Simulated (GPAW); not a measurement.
# Fe3Ge and the effect of the Hubbard U on Fe d

```
Ge Fe
1.0
     0.00000    2.87559    2.87559
     2.87559    0.00000    2.87559
     2.87559    2.87559    0.00000
Ge Fe
1 3
Direct
  0.00000 0.00000 0.00000
  0.75000 0.75000 0.75000
  0.25000 0.25000 0.25000
  0.50000 0.50000 0.50000
```

The cell comes from a database or a generator and needn't be the stable form of this composition.

Kept alike: task band structure; functional PBEsol; k mesh 8 × 8 × 8; occupations fermi-dirac, width 0.05 eV; collinear spin, ferromagnetic start. Program: GPAW, PAW data sets generated for this functional, cutoff 600 eV. The mesh is that of the run's cell of 4 atoms. No spin-orbit coupling.

| run | pressure (GPa) | largest site moment (μB) |
| --- | --- | --- |
| A | 3.21 | 2.73 |
| B | -8.99 | 2.54 |
| C | 24.31 | 3.33 |
| D | 14.92 | 3.03 |
| E | 31.27 | 3.54 |
| F | 9.66 | 2.84 |
| G | -2.81 | 2.62 |

Pressure is positive in compression; the values hold the error of the finite cutoff, so their zero can differ a little from the energy's minimum. For a metal such a mesh leaves the last digits unconverged. How U acts hangs on the program's projectors. The runs hold the magnetic state that their start led to, which needn't be the lowest. Site moments count inside each atom's sphere or projector.

Problem. The runs differ in the Hubbard U on Fe d alone: 0; 1; 2; 3; 4; 6; 8 eV. Which run is which?

Solution. Run A is 2 eV; run B is 0 eV; run C is 6 eV; run D is 4 eV; run E is 8 eV; run F is 3 eV; run G is 1 eV. The pressure rises from -8.99 to 31.27 GPa between 0 and 8 eV. U localises the shell and weakens its bonds, so the cell pushes outwards. The largest site moment rises from 2.54 to 3.54 μB between 0 and 8 eV.
